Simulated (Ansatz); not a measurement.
The following input was run with Ansatz 0.2.0.

```yaml
crystal:
  lattice:
    - [-5.0e-06, -4.0e-06, 6.311986]
    - [4.525444, 4.525344, -6.0e-06]
    - [-4.492779, 4.492665, 1.0e-06]
  atoms:
    - { symbol: Ir, position: [0.999876635, 0.0001061541, 0.9997214341] }
    - { symbol: Ir, position: [0.4992377833, 0.0001061876, 0.9997233811] }
    - { symbol: Ir, position: [0.0107641469, 0.5001057045, 0.5085101493] }
    - { symbol: Ir, position: [0.4883531121, 0.5001056673, 0.508515883] }
    - { symbol: Ir, position: [0.2495556238, 0.5001051903, 0.9673806112] }
    - { symbol: Ir, position: [0.7495563089, 0.5001058453, 0.0021902017] }
    - { symbol: Ir, position: [0.249557214, 0.0001068728, 0.5010891106] }
    - { symbol: Ir, position: [0.7495573676, 0.000105791, 0.5013518663] }
    - { symbol: O, position: [0.0007676852, 0.30807558, 0.992124752] }
    - { symbol: O, position: [0.4983445789, 0.3080763516, 0.9921232556] }
    - { symbol: O, position: [0.0023484631, 0.806805902, 0.505066505] }
    - { symbol: O, position: [0.4967657709, 0.8068057633, 0.5050689164] }
    - { symbol: O, position: [0.2495622877, 0.5001274133, 0.3132397922] }
    - { symbol: O, position: [0.7495522038, 0.5001434265, 0.3120964284] }
    - { symbol: O, position: [0.2495584488, 0.0001379563, 0.8078915264] }
    - { symbol: O, position: [0.7495568127, 0.0001365357, 0.8090046967] }
    - { symbol: O, position: [0.0007707433, 0.6921394667, 0.9921079331] }
    - { symbol: O, position: [0.498342957, 0.6921387294, 0.9921065841] }
    - { symbol: O, position: [0.0023445432, 0.193405283, 0.505015746] }
    - { symbol: O, position: [0.4967711274, 0.1934054619, 0.505018038] }
    - { symbol: O, position: [0.7495585919, 0.5000673915, 0.6951806631] }
    - { symbol: O, position: [0.2495564077, 7.50703e-05, 0.1919277503] }
    - { symbol: O, position: [0.749557925, 7.70667e-05, 0.1927982335] }
basis:
  ecutwfc: 420
kpoints:
  mp_grid: { grid: [5, 5, 5] }
hamiltonian:
  xc: pbe
scf:
  occupations: { method: gaussian, width: 0.1 }
  n_extra_bands: 11
output:
  forces: true
  stress: true
  eigenvalues: true
  populations: true
  dos:
    method: { smearing: { sigma: 0.1, scheme: gaussian } }
    projected: true
    de: 0.02
```

Command:
```bash
ansatz run input.yaml --threads 4 --pin off --max-ram 9216MiB --backend cpu --events-out ev --progress --plain --runs-dir out
```

The calculation used DFT PBE, scalar-relativistic, plane waves, PAW in Ansatz.

Part of what the program printed, abridged (iterations and final results):

```
SCF iter   1: F=—  HF=-103972.767736 eV  |F-HF|=—  |Δ(HF+E_count)|=         —  Δρ=6.45e-3  dr2=9.87e-2  ethr=1.77e-3  ⟨swp⟩=5.0  Hψ=16933  notcnv=0
SCF iter   2: F=—  HF=-103972.770021 eV  |F-HF|=—  |Δ(HF+E_count)|=   2.28e-3  Δρ=2.37e-3  dr2=1.54e-2  ethr=4.37e-5  ⟨swp⟩=2.4  Hψ=8795  notcnv=0
SCF iter   3: F=—  HF=-103972.767789 eV  |F-HF|=—  |Δ(HF+E_count)|=   2.23e-3  Δρ=1.16e-3  dr2=3.28e-3  ethr=6.82e-6  ⟨swp⟩=2.0  Hψ=8744  notcnv=0
SCF iter   4: F=—  HF=-103972.767226 eV  |F-HF|=—  |Δ(HF+E_count)|=   5.63e-4  Δρ=5.10e-4  dr2=6.95e-4  ethr=1.45e-6  ⟨swp⟩=2.0  Hψ=8702  notcnv=0
SCF iter   5: F=—  HF=-103972.767149 eV  |F-HF|=—  |Δ(HF+E_count)|=   7.71e-5  Δρ=2.10e-4  dr2=9.33e-5  ethr=3.07e-7  ⟨swp⟩=2.0  Hψ=7159  notcnv=0
SCF iter   6: F=—  HF=-103972.767085 eV  |F-HF|=—  |Δ(HF+E_count)|=   6.39e-5  Δρ=7.41e-5  dr2=1.46e-5  ethr=4.13e-8  ⟨swp⟩=2.0  Hψ=7459  notcnv=0
SCF iter   7: F=—  HF=-103972.767084 eV  |F-HF|=—  |Δ(HF+E_count)|=   1.30e-6  Δρ=2.71e-5  dr2=1.77e-6  ethr=6.44e-9  ⟨swp⟩=2.0  Hψ=7736  notcnv=0
SCF iter   8: F=—  HF=-103972.767084 eV  |F-HF|=—  |Δ(HF+E_count)|=   8.75e-8  Δρ=8.89e-6  dr2=1.86e-7  ethr=7.83e-10  ⟨swp⟩=2.0  Hψ=8078  notcnv=0
SCF iter   9: F=-103972.767084 eV  HF=-103972.767084 eV  |F-HF|=1.76e-8  |Δ(HF+E_count)|=   4.45e-9  Δρ=3.39e-6  dr2=2.63e-8  ethr=4.42e-11  ⟨swp⟩=7.4  Hψ=17520  notcnv=0
SCF 1 converged in 9 iterations: F = -103972.767084 eV  dr2 = 2.63e-8
SCF converged after 9 iterations
Free energy (F): -103972.767084 eV
Harris-Foulkes:  -103972.767084 eV  (|F-HF|=1.76e-8)
Internal energy: -103972.697572 eV  (E = F + TS)
E sigma→0 (E₀):  -103972.732328 eV
Entropy (-TS):   -0.069511 eV (-3.022 meV/atom)
Fermi energy:    14.015487 eV
--- Per-component energies (eV) ---
  E_band       = -1930.853685
  E_kinetic    = 7579.463340
  E_local      = -17870.540184  (includes V_loc(G=0)·N_el)
  E_nonlocal   = 1307.859766
  E_hartree    = 6607.422479
  E_xc         = -3224.259101
  E_vxc        = -3778.548271  (∫ρ·V_xc dr)
  E_paw        = -76154.916177  (= ΣΔE_a)
  E_vpaw       = -2383.967413  (= ΣTr[D̂ρ^β])
  E_aug_tail   = 0.037445  (compensation charges beyond the density's cutoff)
  E_ewald      = -22217.765140
  E_smearing   = -0.069511  (= −TS)
--- Forces (eV/Å), atoms counted from 1 ---
  atom   1  Ir     0.01133234    -0.01113905    -0.00060605
  atom   2  Ir     0.01133234    -0.01113905     0.00060605
  atom   3  Ir    -0.00940282     0.00899954    -0.03542112
  atom   4  Ir    -0.00940282     0.00899954     0.03542112
  atom   5  Ir     0.00473263    -0.00427718     0.00000000
  atom   6  Ir     0.02922171    -0.02916382     0.00000000
  atom   7  Ir    -0.00268087     0.00226995     0.00000000
  atom   8  Ir    -0.03479107     0.03444925     0.00000000
  atom   9  O      0.02070058     0.02814344    -0.01252614
  atom  10  O      0.02070058     0.02814344     0.01252614
  atom  11  O      0.03958441     0.03219778    -0.01044135
  atom  12  O      0.03958441     0.03219778     0.01044135
  atom  13  O     -0.01871537     0.01845617     0.00000000
  atom  14  O     -0.01399190     0.01350204     0.00000000
  atom  15  O     -0.03673396     0.03601575     0.00000000
  atom  16  O     -0.02257382     0.02160868     0.00000000
  atom  17  O     -0.02816679    -0.02133796    -0.01296019
  atom  18  O     -0.02816679    -0.02133796     0.01296019
  atom  19  O     -0.03236033    -0.03906547    -0.00981970
  atom  20  O     -0.03236033    -0.03906547     0.00981969
  atom  21  O      0.00899633    -0.00708263     0.00000000
  atom  22  O      0.03439056    -0.03333444     0.00000000
  atom  23  O      0.04879630    -0.04806487     0.00000000
--- Stress (GPa, compression-positive) ---
        0.159533       0.205134       0.000000
        0.205134       0.164763       0.000000
        0.000000       0.000000      -0.190011
  P = ⅓ Tr σ = 0.0448 GPa (0.448 kbar)
--- Band table (eV; the first three rows and the last of 39) ---
  k-point 0: bands = ["-79.3951", "-79.3922", "-79.3882", "-79.3635", "-79.3498", "-79.0832", "-79.0800", "-78.7364", "-36.3901", "-36.3855", "-36.3817", "-36.3734", "-36.3573", "-36.3435", "-36.3210", "-36.3064", "-36.2771", "-36.2098", "-36.1332", "-36.1260", "-36.1242", "-36.1106", "-36.1074", "-36.0851", "-36.0789", "-36.0746", "-35.9896", "-35.8222", "-35.7150", "-35.6780", "-35.5157", "-35.4741", "-7.0862", "-6.4259", "-6.3181", "-5.8082", "-5.7671", "-5.7271", "-5.5878", "-5.5809", "-5.5314", "-5.4167", "-5.2369", "-5.0509", "-5.0401", "-4.8935", "-4.7828", "4.1972", "4.4215", "4.4577", "5.1697", "5.7324", "5.7644", "5.8651", "5.9328", "6.0951", "6.2028", "6.2154", "6.2870", "6.3556", ...
  k-point 1: bands = ["-79.3951", "-79.3922", "-79.3882", "-79.3635", "-79.3498", "-79.0832", "-79.0800", "-78.7364", "-36.3948", "-36.3817", "-36.3817", "-36.3734", "-36.3573", "-36.3418", "-36.3211", "-36.3064", "-36.2770", "-36.2099", "-36.1331", "-36.1260", "-36.1251", "-36.1106", "-36.1072", "-36.0851", "-36.0789", "-36.0746", "-35.9896", "-35.8222", "-35.7149", "-35.6780", "-35.5159", "-35.4741", "-7.0111", "-6.4688", "-6.2585", "-5.8854", "-5.7747", "-5.7142", "-5.6005", "-5.5220", "-5.4830", "-5.4266", "-5.2303", "-5.1574", "-5.0273", "-4.9073", "-4.8578", "4.3904", "4.4369", "4.6012", "5.4157", "5.6181", "5.8202", "5.8622", "5.9852", "6.1017", "6.1192", "6.1963", "6.2858", "6.3441", ...
  k-point 2: bands = ["-79.3951", "-79.3922", "-79.3882", "-79.3635", "-79.3498", "-79.0832", "-79.0800", "-78.7364", "-36.3992", "-36.3817", "-36.3786", "-36.3734", "-36.3572", "-36.3392", "-36.3214", "-36.3064", "-36.2768", "-36.2100", "-36.1331", "-36.1264", "-36.1261", "-36.1106", "-36.1070", "-36.0851", "-36.0788", "-36.0746", "-35.9896", "-35.8222", "-35.7147", "-35.6779", "-35.5163", "-35.4741", "-6.8266", "-6.6019", "-6.1226", "-5.9763", "-5.7686", "-5.6822", "-5.6321", "-5.4999", "-5.4496", "-5.3963", "-5.3505", "-5.1996", "-4.9949", "-4.9945", "-4.9414", "4.4138", "4.4484", "5.3793", "5.4092", "5.8863", "5.9955", "6.0408", "6.0547", "6.0828", "6.1008", "6.1149", "6.1833", "6.3238", ...
  k-point 38: bands = ["-79.3941", "-79.3932", "-79.3882", "-79.3634", "-79.3499", "-79.0826", "-79.0806", "-78.7364", "-36.3891", "-36.3789", "-36.3768", "-36.3572", "-36.3527", "-36.3398", "-36.3141", "-36.2994", "-36.2858", "-36.2470", "-36.1269", "-36.1191", "-36.1176", "-36.1136", "-36.1119", "-36.0943", "-36.0792", "-36.0557", "-36.0100", "-35.8277", "-35.7052", "-35.6897", "-35.5159", "-35.4745", "-6.4878", "-6.2040", "-6.0935", "-5.8982", "-5.8368", "-5.7302", "-5.6287", "-5.5464", "-5.5044", "-5.4510", "-5.4217", "-5.3926", "-5.2990", "-5.2608", "-4.9237", "4.9677", "5.3382", "5.6097", "5.8300", "5.8478", "5.9363", "5.9735", "6.1030", "6.2118", "6.2434", "6.3341", "6.4209", "6.4715" ...
--- Löwdin populations: 23 sites ---
  site symbol q [e]
     0     Ir     15.5780
     1     Ir     15.5780
     2     Ir     15.7805
     3     Ir     15.7805
     4     Ir     15.9148
     5     Ir     15.5608
     6     Ir     15.5660
     7     Ir     15.5932
     8      O      6.6374
     9      O      6.6374
    10      O      6.6421
    11      O      6.6421
    12      O      6.6423
    13      O      6.6719
    14      O      6.6428
    15      O      6.6417
    16      O      6.6374
    17      O      6.6374
    18      O      6.6421
    19      O      6.6421
    20      O      6.6507
    21      O      6.6415
    22      O      6.6526
  spilling = 0.004366 (of n_electrons = 226.000000)
```

The calculation finished and met its thresholds.

It took 60 s on 4 threads of Intel(R) Xeon(R) Platinum 8259CL CPU @ 2.50GHz (Skylake/Cascade Lake) (shared host), peak memory 1.7 GiB.

Spin–orbit coupling is left out, which can shift energies with elements as heavy as these.